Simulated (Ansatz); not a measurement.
# Cu: equation of state

Aim: scale the cell of Cu up and down at fixed shape and fractional positions, and get the equilibrium volume and bulk modulus with LAPW, PAW and all-electron datasets made for the crystal.

Computed with Ansatz 0.2.0 (DFT PBEsol, scalar-relativistic, unless a step's input says otherwise).

### Step 1. The structure to begin with

Symmetry: Fm-3m, No. 225, cubic system. Conventional cell: a = 3.615 Å, b = 3.615 Å, c = 3.615 Å, α = 90.00°, β = 90.00°, γ = 90.00°. Around Cu (site symmetry m-3m) lie 12 Cu at 2.56 Å.

Coordinates:

```
Cu
1.0
     0.00000    1.80750    1.80750
     1.80750    0.00000    1.80750
     1.80750    1.80750    0.00000
Cu
1
Direct
  0.00000 0.00000 0.00000
```

### Step 2. Volume × 0.94, LAPW

File input.yaml:

```yaml
crystal:
  lattice:
    - [0.0, 1.7706018915, 1.7706018915]
    - [1.7706018915, 0.0, 1.7706018915]
    - [1.7706018915, 1.7706018915, 0.0]
  atoms:
    - { symbol: Cu, position: [0.0, 0.0, 0.0] }
kpoints:
  mp_grid: { grid: [17, 17, 17] }
  band_path:
    path:
      - [0.0, 0.0, 0.0]
      - [0.5, 0.0, 0.5]
      - [0.625, 0.25, 0.625]
      - [0.375, 0.375, 0.75]
      - [0.0, 0.0, 0.0]
      - [0.5, 0.5, 0.5]
      - [0.5, 0.25, 0.75]
      - [0.5, 0.0, 0.5]
    npoints: 5
scf:
  occupations: { method: fermi_dirac, width: 0.03 }
hamiltonian:
  xc: pbesol
  pseudopotentials: { kind: all_electron, lapw: { basis_error: 0.00025 } }
output:
  forces: true
  stress: true
  eigenvalues: true
```

Run with:

```
$ ansatz run input.yaml --threads 1 --pin off --max-ram 3072MiB --backend cpu --events-out ev --progress --plain --runs-dir out
```

The log of the run (excerpt; [...] marks lines left out):

```text
LAPW: plane waves up to 9.683 Å⁻¹, error target 2.5e-4 eV per atom; small_component_spin mean_spin; Cu in spheres of 1.252 Å, 19 of its electrons in bands, Dirac shells []
[...]
Pseudopotentials: kind: all_electron
Pseudopotential: Cu, LAPW, valence charge 19, Koelling and Harmon's equation, gaussian nucleus
Functional definition: PBEsol
[...]
Crystal: 1 atoms, lattice volume = 11.102 Å³
Basis set: ecut = 357.2125186430154 eV, 169 PW (Γ), exchange–correlation at level 2
Bands: 14, of which v1, the nominal top of the filled ones, is band 10 counted from 1 (9 counted from 0)
Symmetry: 48 space group operations
Space group: Fm-3m (ITA 225), of the structure as read, at distance tolerance 2.2e-5 Å
k-points: 165 of 4913
[...]
SCF iter   1: F=—  HF=-44998.902821 eV  |F-HF|=—  |Δ(HF+E_count)|=         —  Δρ=5.07e-2  dr2=1.27e-1  ethr=6.67e-4  ⟨swp⟩=2.6  Hψ=16460  notcnv=0
[...]
SCF iter   7: F=-44997.896856 eV  HF=-44997.896856 eV  |F-HF|=1.68e-8  |Δ(HF+E_count)|=   8.87e-8  Δρ=3.18e-6  dr2=6.86e-10  ethr=1.28e-10  ⟨swp⟩=3.0  Hψ=6781  notcnv=0
[...]
NSCF: frozen V_eff on 36 k-points
SCF converged after 7 iterations
Free energy (F): -44997.896856 eV
[...]
E sigma→0 (E₀):  -44997.896474 eV
Entropy (-TS):   -0.000763 eV (-0.763 meV/atom)
Fermi energy:    17.887036 eV
[...]
--- Forces (eV/Å), atoms counted from 1 ---
  atom   1  Cu    -0.00000000     0.00000000     0.00000000
[...]
--- Stress (GPa, compression-positive) ---
        3.132066      -0.000000       0.000000
       -0.000000       3.132066       0.000000
        0.000000       0.000000       3.132066
  P = ⅓ Tr σ = 3.1321 GPa (31.321 kbar)
--- Band table (eV; the first three rows and the last of 165) ---
  k-point 0: bands = ["-94.6326", "-52.0812", "-52.0812", "-52.0812", "7.8565", "14.5764", "14.5764", "14.5764", "15.5038", "15.5038", "40.8616", "43.9356", "43.9356", "43.9356"]
[...]
```

Run time: 15 s. Hardware: 1 thread of Arm Neoverse V2, shared host; peak memory 0.36 GiB.

Read from it: pressure 3.13 GPa; no gap.

### Step 3. Volume × 0.94, PAW

File input.yaml:

```yaml
crystal:
  lattice:
    - [0.0, 1.7706018915, 1.7706018915]
    - [1.7706018915, 0.0, 1.7706018915]
    - [1.7706018915, 1.7706018915, 0.0]
  atoms:
    - { symbol: Cu, position: [0.0, 0.0, 0.0] }
kpoints:
  mp_grid: { grid: [17, 17, 17] }
scf:
  occupations: { method: fermi_dirac, width: 0.03 }
hamiltonian:
  xc: pbesol
  pseudopotentials: { kind: paw }
output:
  forces: true
  stress: true
  eigenvalues: true
  efg: { contact_densities: true }
```

Run with:

```
$ ansatz run input.yaml --threads 1 --pin off --max-ram 3072MiB --backend cpu --events-out ev --progress --plain --runs-dir out
```

The log of the run (excerpt; [...] marks lines left out):

```text
[...]
Pseudopotentials: kind: paw
Pseudopotential: Cu, paw, valence charge 19, recommended cutoff 420 eV (normal)
Functional definition: PBEsol
[...]
Crystal: 1 atoms, lattice volume = 11.102 Å³
Basis set: ecut = 420 eV, 229 PW (Γ), exchange–correlation on 36×36×36 points (8 copies of the dense FFT grid, shifted against one another)
Bands: 14, of which v1, the nominal top of the filled ones, is band 10 counted from 1 (9 counted from 0)
Symmetry: 48 space group operations
Space group: Fm-3m (ITA 225), of the structure as read, at distance tolerance 2.2e-5 Å
k-points: 165 of 4913
[...]
SCF iter   1: F=—  HF=-6588.777379 eV  |F-HF|=—  |Δ(HF+E_count)|=         —  Δρ=2.14e-2  dr2=2.61e-2  ethr=1.77e-3  ⟨swp⟩=5.4  Hψ=11756  notcnv=0
[...]
SCF iter   6: F=-6588.771167 eV  HF=-6588.771167 eV  |F-HF|=9.09e-13  |Δ(HF+E_count)|=  4.44e-10  Δρ=1.41e-7  dr2=5.01e-13  ethr=3.02e-12  ⟨swp⟩=2.5  Hψ=7295  notcnv=0
[...]
SCF converged after 6 iterations
Free energy (F): -6588.771167 eV
[...]
E sigma→0 (E₀):  -6588.770786 eV
Entropy (-TS):   -0.000763 eV (-0.763 meV/atom)
Fermi energy:    18.061010 eV
[...]
--- Forces (eV/Å), atoms counted from 1 ---
  atom   1  Cu    -0.00000000     0.00000000     0.00000000
[...]
--- Stress (GPa, compression-positive) ---
        3.145703      -0.000000       0.000000
       -0.000000       3.145703       0.000000
        0.000000      -0.000000       3.145703
  P = ⅓ Tr σ = 3.1457 GPa (31.457 kbar)
--- PAW observables at the nuclei: V_zz in 10²¹ V/m², potentials from the cell's mean, atoms counted from 1 ---
  atom   1  Cu V_zz =    +0.000000   η = 0.0000   by run symmetry: forbidden
            electrostatic potential = -3762.659137 V   contact ρ = 147258.356727 e/Å³
--- Band table (eV; the first three rows and the last of 165) ---
  k-point 0: bands = ["-94.4622", "-51.9076", "-51.9076", "-51.9076", "8.0235", "14.7480", "14.7480", "14.7480", "15.6761", "15.6761", "41.0409", "44.0049", "44.0049", "44.0049"]
[...]
```

Run time: 2.1 s. Hardware: 1 thread of Arm Neoverse V2, shared host; peak memory 0.32 GiB.

In short: pressure 3.15 GPa; no gap.

### Step 4. Volume × 0.94, crystal datasets

input.yaml, as its differences from that of step 3:

```diff
@@ -13,3 +13,3 @@
   xc: pbesol
-  pseudopotentials: { kind: paw }
+  pseudopotentials: { kind: all_electron, datasets: crystal }
 output:
```

Run with:

```
$ ansatz run input.yaml --threads 1 --pin off --max-ram 3072MiB --backend cpu --events-out ev --progress --plain --runs-dir out
```

The log of the run (excerpt; [...] marks lines left out):

```text
[...]
Pseudopotentials: kind: all_electron
Pseudopotential: Cu, paw, valence charge 11, recommended cutoff 320 eV (normal), Koelling and Harmon's equation, gaussian nucleus
Functional definition: PBEsol
[...]
Crystal: 1 atoms, lattice volume = 11.102 Å³
Basis set: ecut = 320 eV, 137 PW (Γ), exchange–correlation on 30×30×30 points (8 copies of the dense FFT grid, shifted against one another)
Bands: 10, of which v1, the nominal top of the filled ones, is band 6 counted from 1 (5 counted from 0)
Symmetry: 48 space group operations
Space group: Fm-3m (ITA 225), of the structure as read, at distance tolerance 2.2e-5 Å
k-points: 165 of 4913
[...]
SCF iter   1: F=—  HF=-44998.850099 eV  |F-HF|=—  |Δ(HF+E_count)|=         —  Δρ=2.09e-1  dr2=3.68e0  ethr=3.31e-2  ⟨swp⟩=2.0  Hψ=9517  notcnv=0
[...]
In the spheres:  the bands' charges fall short by 2.7e-7 e at most (sound up to 1e-3)
Fermi energy:    17.887185 eV
[...]
  The terms above E_closure are by the made datasets' own strengths, without shells solved beside the bands.
--- Forces (eV/Å), atoms counted from 1 ---
  atom   1  Cu     0.00000000    -0.00000000    -0.00000000
[...]
--- Stress (GPa, compression-positive) ---
        3.155166      -0.000000       0.000000
        0.000000       3.155166      -0.000000
        0.000000       0.000000       3.155166
  P = ⅓ Tr σ = 3.1552 GPa (31.552 kbar)
--- PAW observables at the nuclei: V_zz in 10²¹ V/m², potentials from the cell's mean, atoms counted from 1 ---
  atom   1  Cu V_zz =    +0.000000   η = 0.0000   by run symmetry: forbidden
            electrostatic potential = -3761.161481 V   contact ρ = 147328.751004 e/Å³
--- Band table (eV; the first three rows and the last of 165) ---
  k-point 0: bands = ["7.8565", "14.5767", "14.5767", "14.5767", "15.5039", "15.5039", "40.8617"]
[...]
```

It took 4.9 s on 1 thread of Arm Neoverse V2, shared host; peak memory 0.36 GiB.

In short: pressure 3.16 GPa; no gap.

### Step 5. Volume × 0.98, LAPW

File input.yaml:

```yaml
crystal:
  lattice:
    - [0.0, 1.795368762, 1.795368762]
    - [1.795368762, 0.0, 1.795368762]
    - [1.795368762, 1.795368762, 0.0]
  atoms:
    - { symbol: Cu, position: [0.0, 0.0, 0.0] }
kpoints:
  mp_grid: { grid: [17, 17, 17] }
  band_path:
    path:
      - [0.0, 0.0, 0.0]
      - [0.5, 0.0, 0.5]
      - [0.625, 0.25, 0.625]
      - [0.375, 0.375, 0.75]
      - [0.0, 0.0, 0.0]
      - [0.5, 0.5, 0.5]
      - [0.5, 0.25, 0.75]
      - [0.5, 0.0, 0.5]
    npoints: 5
scf:
  occupations: { method: fermi_dirac, width: 0.03 }
hamiltonian:
  xc: pbesol
  pseudopotentials: { kind: all_electron, lapw: { basis_error: 0.00025 } }
output:
  forces: true
  stress: true
  eigenvalues: true
```

Run with:

```
$ ansatz run input.yaml --threads 1 --pin off --max-ram 3072MiB --backend cpu --events-out ev --progress --plain --runs-dir out
```

The log of the run (excerpt; [...] marks lines left out):

```text
LAPW: plane waves up to 9.529 Å⁻¹, error target 2.5e-4 eV per atom; small_component_spin mean_spin; Cu in spheres of 1.270 Å, 19 of its electrons in bands, Dirac shells []
[...]
Pseudopotentials: kind: all_electron
Pseudopotential: Cu, LAPW, valence charge 19, Koelling and Harmon's equation, gaussian nucleus
Functional definition: PBEsol
[...]
Crystal: 1 atoms, lattice volume = 11.574 Å³
Basis set: ecut = 345.96138353835056 eV, 169 PW (Γ), exchange–correlation at level 2
Bands: 14, of which v1, the nominal top of the filled ones, is band 10 counted from 1 (9 counted from 0)
Symmetry: 48 space group operations
Space group: Fm-3m (ITA 225), of the structure as read, at distance tolerance 2.3e-5 Å
k-points: 165 of 4913
[...]
SCF iter   1: F=—  HF=-44998.887473 eV  |F-HF|=—  |Δ(HF+E_count)|=         —  Δρ=4.83e-2  dr2=1.24e-1  ethr=6.50e-4  ⟨swp⟩=2.6  Hψ=16464  notcnv=0
[...]
SCF iter   7: F=-44997.895413 eV  HF=-44997.895413 eV  |F-HF|=3.21e-8  |Δ(HF+E_count)|=   9.70e-9  Δρ=4.20e-6  dr2=1.15e-9  ethr=1.11e-10  ⟨swp⟩=3.0  Hψ=6850  notcnv=0
[...]
NSCF: frozen V_eff on 36 k-points
SCF converged after 7 iterations
Free energy (F): -44997.895413 eV
[...]
E sigma→0 (E₀):  -44997.895002 eV
Entropy (-TS):   -0.000823 eV (-0.823 meV/atom)
Fermi energy:    16.947245 eV
[...]
--- Forces (eV/Å), atoms counted from 1 ---
  atom   1  Cu    -0.00000000     0.00000000    -0.00000000
[...]
--- Stress (GPa, compression-positive) ---
       -3.817744       0.000000      -0.000000
        0.000000      -3.817744      -0.000000
       -0.000000      -0.000000      -3.817744
  P = ⅓ Tr σ = -3.8177 GPa (-38.177 kbar)
--- Band table (eV; the first three rows and the last of 165) ---
  k-point 0: bands = ["-95.4530", "-52.9133", "-52.9133", "-52.9133", "7.2602", "13.7845", "13.7845", "13.7845", "14.6538", "14.6538", "39.6007", "42.3459", "42.3459", "42.3459"]
[...]
```

It took 13 s on 1 thread of Arm Neoverse V2, shared host; peak memory 0.36 GiB.

In short: pressure -3.82 GPa; no gap.

### Step 6. Volume × 0.98, PAW

File input.yaml:

```yaml
crystal:
  lattice:
    - [0.0, 1.795368762, 1.795368762]
    - [1.795368762, 0.0, 1.795368762]
    - [1.795368762, 1.795368762, 0.0]
  atoms:
    - { symbol: Cu, position: [0.0, 0.0, 0.0] }
kpoints:
  mp_grid: { grid: [17, 17, 17] }
scf:
  occupations: { method: fermi_dirac, width: 0.03 }
hamiltonian:
  xc: pbesol
  pseudopotentials: { kind: paw }
output:
  forces: true
  stress: true
  eigenvalues: true
  efg: { contact_densities: true }
```

Run with:

```
$ ansatz run input.yaml --threads 1 --pin off --max-ram 3072MiB --backend cpu --events-out ev --progress --plain --runs-dir out
```

The log of the run (excerpt; [...] marks lines left out):

```text
[...]
Pseudopotentials: kind: paw
Pseudopotential: Cu, paw, valence charge 19, recommended cutoff 420 eV (normal)
Functional definition: PBEsol
[...]
Crystal: 1 atoms, lattice volume = 11.574 Å³
Basis set: ecut = 420 eV, 259 PW (Γ), exchange–correlation on 36×36×36 points (8 copies of the dense FFT grid, shifted against one another)
Bands: 14, of which v1, the nominal top of the filled ones, is band 10 counted from 1 (9 counted from 0)
Symmetry: 48 space group operations
Space group: Fm-3m (ITA 225), of the structure as read, at distance tolerance 2.3e-5 Å
k-points: 165 of 4913
[...]
SCF iter   1: F=—  HF=-6588.776327 eV  |F-HF|=—  |Δ(HF+E_count)|=         —  Δρ=2.16e-2  dr2=2.83e-2  ethr=1.77e-3  ⟨swp⟩=5.4  Hψ=11758  notcnv=0
[...]
SCF iter   6: F=-6588.769764 eV  HF=-6588.769764 eV  |F-HF|=9.09e-13  |Δ(HF+E_count)|=   1.14e-9  Δρ=2.68e-7  dr2=3.43e-12  ethr=5.38e-12  ⟨swp⟩=2.5  Hψ=7766  notcnv=0
[...]
SCF converged after 6 iterations
Free energy (F): -6588.769764 eV
[...]
E sigma→0 (E₀):  -6588.769352 eV
Entropy (-TS):   -0.000822 eV (-0.822 meV/atom)
Fermi energy:    17.112284 eV
[...]
--- Forces (eV/Å), atoms counted from 1 ---
  atom   1  Cu    -0.00000000    -0.00000000    -0.00000000
[...]
--- Stress (GPa, compression-positive) ---
       -3.810935       0.000000       0.000000
        0.000000      -3.810935       0.000000
        0.000000       0.000000      -3.810935
  P = ⅓ Tr σ = -3.8109 GPa (-38.109 kbar)
--- PAW observables at the nuclei: V_zz in 10²¹ V/m², potentials from the cell's mean, atoms counted from 1 ---
  atom   1  Cu V_zz =    -0.000000   η = 0.0000   by run symmetry: forbidden
            electrostatic potential = -3761.793941 V   contact ρ = 147256.869401 e/Å³
--- Band table (eV; the first three rows and the last of 165) ---
  k-point 0: bands = ["-95.2916", "-52.7486", "-52.7486", "-52.7486", "7.4189", "13.9475", "13.9475", "13.9475", "14.8175", "14.8175", "39.7710", "42.4116", "42.4116", "42.4116"]
[...]
```

Run time: 2.1 s. Hardware: 1 thread of Arm Neoverse V2, shared host; peak memory 0.32 GiB.

In short: pressure -3.81 GPa; no gap.

### Step 7. Volume × 0.98, crystal datasets

input.yaml, as its differences from that of step 6:

```diff
@@ -13,3 +13,3 @@
   xc: pbesol
-  pseudopotentials: { kind: paw }
+  pseudopotentials: { kind: all_electron, datasets: crystal }
 output:
```

Run with:

```
$ ansatz run input.yaml --threads 1 --pin off --max-ram 3072MiB --backend cpu --events-out ev --progress --plain --runs-dir out
```

The log of the run (excerpt; [...] marks lines left out):

```text
[...]
Pseudopotentials: kind: all_electron
Pseudopotential: Cu, paw, valence charge 19, recommended cutoff 300 eV (normal), Koelling and Harmon's equation, gaussian nucleus
Functional definition: PBEsol
[...]
Crystal: 1 atoms, lattice volume = 11.574 Å³
Basis set: ecut = 300 eV, 137 PW (Γ), exchange–correlation on 30×30×30 points (8 copies of the dense FFT grid, shifted against one another)
Bands: 10, of which v1, the nominal top of the filled ones, is band 6 counted from 1 (5 counted from 0)
Symmetry: 48 space group operations
Space group: Fm-3m (ITA 225), of the structure as read, at distance tolerance 2.3e-5 Å
k-points: 165 of 4913
[...]
SCF iter   1: F=—  HF=-44998.842386 eV  |F-HF|=—  |Δ(HF+E_count)|=         —  Δρ=2.03e-1  dr2=3.70e0  ethr=3.33e-2  ⟨swp⟩=2.0  Hψ=9473  notcnv=0
[...]
Fermi energy:    16.947362 eV
[...]
  The terms above E_closure are by the made datasets' own strengths, without shells solved beside the bands.
--- Forces (eV/Å), atoms counted from 1 ---
  atom   1  Cu    -0.00000000    -0.00000000    -0.00000000
[...]
--- Stress (GPa, compression-positive) ---
       -3.817527       0.000000      -0.000000
        0.000000      -3.817527       0.000000
       -0.000000      -0.000000      -3.817527
  P = ⅓ Tr σ = -3.8175 GPa (-38.175 kbar)
  It holds what live shells' own plane waves past their cutoff add
--- PAW observables at the nuclei: V_zz in 10²¹ V/m², potentials from the cell's mean, atoms counted from 1 ---
  atom   1  Cu V_zz =    -0.000000   η = 0.0000   by run symmetry: forbidden
            electrostatic potential = -3760.302574 V   contact ρ = 147327.256879 e/Å³
--- Band table (eV; the first three rows and the last of 165) ---
  k-point 0: bands = ["7.2602", "13.7847", "13.7847", "13.7847", "14.6539", "14.6539", "39.6007", "42.3459"]
[...]
```

Wall time 6.1 s (1 thread of Arm Neoverse V2, shared host); peak memory 0.39 GiB.

Result: pressure -3.82 GPa; no gap.

### Step 8. Volume × 1.01, LAPW

File input.yaml:

```yaml
crystal:
  lattice:
    - [0.0, 1.8135050275, 1.8135050275]
    - [1.8135050275, 0.0, 1.8135050275]
    - [1.8135050275, 1.8135050275, 0.0]
  atoms:
    - { symbol: Cu, position: [0.0, 0.0, 0.0] }
kpoints:
  mp_grid: { grid: [17, 17, 17] }
  band_path:
    path:
      - [0.0, 0.0, 0.0]
      - [0.5, 0.0, 0.5]
      - [0.625, 0.25, 0.625]
      - [0.375, 0.375, 0.75]
      - [0.0, 0.0, 0.0]
      - [0.5, 0.5, 0.5]
      - [0.5, 0.25, 0.75]
      - [0.5, 0.0, 0.5]
    npoints: 5
scf:
  occupations: { method: fermi_dirac, width: 0.03 }
hamiltonian:
  xc: pbesol
  pseudopotentials: { kind: all_electron, lapw: { basis_error: 0.00025 } }
output:
  forces: true
  stress: true
  eigenvalues: true
```

Run with:

```
$ ansatz run input.yaml --threads 1 --pin off --max-ram 3072MiB --backend cpu --events-out ev --progress --plain --runs-dir out
```

The log of the run (excerpt; [...] marks lines left out):

```text
LAPW: plane waves up to 9.419 Å⁻¹, error target 2.5e-4 eV per atom; small_component_spin mean_spin; Cu in spheres of 1.282 Å, 19 of its electrons in bands, Dirac shells []
[...]
Pseudopotentials: kind: all_electron
Pseudopotential: Cu, LAPW, valence charge 19, Koelling and Harmon's equation, gaussian nucleus
Functional definition: PBEsol
[...]
Crystal: 1 atoms, lattice volume = 11.929 Å³
Basis set: ecut = 338.0179066489925 eV, 169 PW (Γ), exchange–correlation at level 2
Bands: 14, of which v1, the nominal top of the filled ones, is band 10 counted from 1 (9 counted from 0)
Symmetry: 48 space group operations
Space group: Fm-3m (ITA 225), of the structure as read, at distance tolerance 2.3e-5 Å
k-points: 165 of 4913
[...]
SCF iter   1: F=—  HF=-44998.861866 eV  |F-HF|=—  |Δ(HF+E_count)|=         —  Δρ=4.66e-2  dr2=1.21e-1  ethr=6.36e-4  ⟨swp⟩=2.6  Hψ=16492  notcnv=0
[...]
SCF iter   7: F=-44997.882202 eV  HF=-44997.882202 eV  |F-HF|=4.59e-8  |Δ(HF+E_count)|=   6.76e-8  Δρ=4.76e-6  dr2=1.49e-9  ethr=1.24e-10  ⟨swp⟩=3.0  Hψ=6868  notcnv=0
[...]
NSCF: frozen V_eff on 36 k-points
SCF converged after 7 iterations
Free energy (F): -44997.882202 eV
[...]
E sigma→0 (E₀):  -44997.881763 eV
Entropy (-TS):   -0.000877 eV (-0.877 meV/atom)
Fermi energy:    16.290123 eV
[...]
--- Forces (eV/Å), atoms counted from 1 ---
  atom   1  Cu    -0.00000000     0.00000000    -0.00000000
[...]
--- Stress (GPa, compression-positive) ---
       -7.995563      -0.000000       0.000000
       -0.000000      -7.995563       0.000000
        0.000000       0.000000      -7.995563
  P = ⅓ Tr σ = -7.9956 GPa (-79.956 kbar)
--- Band table (eV; the first three rows and the last of 165) ---
  k-point 0: bands = ["-96.0255", "-53.4934", "-53.4934", "-53.4934", "6.8471", "13.2310", "13.2310", "13.2310", "14.0606", "14.0606", "38.7112", "41.2225", "41.2225", "41.2225"]
[...]
```

Run time: 15 s. Hardware: 1 thread of Arm Neoverse V2, shared host; peak memory 0.36 GiB.

In short: pressure -8.00 GPa; no gap.

### Step 9. Volume × 1.01, PAW

File input.yaml:

```yaml
crystal:
  lattice:
    - [0.0, 1.8135050275, 1.8135050275]
    - [1.8135050275, 0.0, 1.8135050275]
    - [1.8135050275, 1.8135050275, 0.0]
  atoms:
    - { symbol: Cu, position: [0.0, 0.0, 0.0] }
kpoints:
  mp_grid: { grid: [17, 17, 17] }
scf:
  occupations: { method: fermi_dirac, width: 0.03 }
hamiltonian:
  xc: pbesol
  pseudopotentials: { kind: paw }
output:
  forces: true
  stress: true
  eigenvalues: true
  efg: { contact_densities: true }
  write_density: true
  write_potential: true
  elf: true
  volumetric_format: npy
```

Run with:

```
$ ansatz run input.yaml --threads 1 --pin off --max-ram 3072MiB --backend cpu --events-out ev --progress --plain --runs-dir out
```

The log of the run (excerpt; [...] marks lines left out):

```text
[...]
Pseudopotentials: kind: paw
Pseudopotential: Cu, paw, valence charge 19, recommended cutoff 420 eV (normal)
Functional definition: PBEsol
[...]
Crystal: 1 atoms, lattice volume = 11.929 Å³
Basis set: ecut = 420 eV, 259 PW (Γ), exchange–correlation on 36×36×36 points (8 copies of the dense FFT grid, shifted against one another)
Bands: 14, of which v1, the nominal top of the filled ones, is band 10 counted from 1 (9 counted from 0)
Symmetry: 48 space group operations
Space group: Fm-3m (ITA 225), of the structure as read, at distance tolerance 2.3e-5 Å
k-points: 165 of 4913
[...]
SCF iter   1: F=—  HF=-6588.763399 eV  |F-HF|=—  |Δ(HF+E_count)|=         —  Δρ=2.18e-2  dr2=3.00e-2  ethr=1.77e-3  ⟨swp⟩=5.3  Hψ=11771  notcnv=0
[...]
SCF iter   6: F=-6588.756569 eV  HF=-6588.756569 eV  |F-HF|=9.09e-13  |Δ(HF+E_count)|=   2.29e-9  Δρ=2.21e-7  dr2=1.65e-12  ethr=1.30e-11  ⟨swp⟩=5.6  Hψ=12281  notcnv=0
[...]
SCF converged after 6 iterations
Free energy (F): -6588.756569 eV
[...]
E sigma→0 (E₀):  -6588.756131 eV
Entropy (-TS):   -0.000876 eV (-0.876 meV/atom)
Fermi energy:    16.448921 eV
[...]
--- Forces (eV/Å), atoms counted from 1 ---
  atom   1  Cu    -0.00000000     0.00000000    -0.00000000
[...]
--- Stress (GPa, compression-positive) ---
       -7.994973       0.000000       0.000000
        0.000000      -7.994973      -0.000000
        0.000000       0.000000      -7.994973
  P = ⅓ Tr σ = -7.9950 GPa (-79.950 kbar)
--- PAW observables at the nuclei: V_zz in 10²¹ V/m², potentials from the cell's mean, atoms counted from 1 ---
  atom   1  Cu V_zz =    +0.000000   η = 0.0000   by run symmetry: forbidden
            electrostatic potential = -3761.190629 V   contact ρ = 147255.830903 e/Å³
--- Band table (eV; the first three rows and the last of 165) ---
  k-point 0: bands = ["-95.8703", "-53.3349", "-53.3349", "-53.3349", "7.0000", "13.3880", "13.3880", "13.3880", "14.2182", "14.2182", "38.8754", "41.2876", "41.2876", "41.2876"]
[...]
```

It took 2.6 s on 1 thread of Arm Neoverse V2, shared host; peak memory 0.34 GiB.

In short: pressure -7.99 GPa; no gap.

(Part 1 of 2 ends here.)
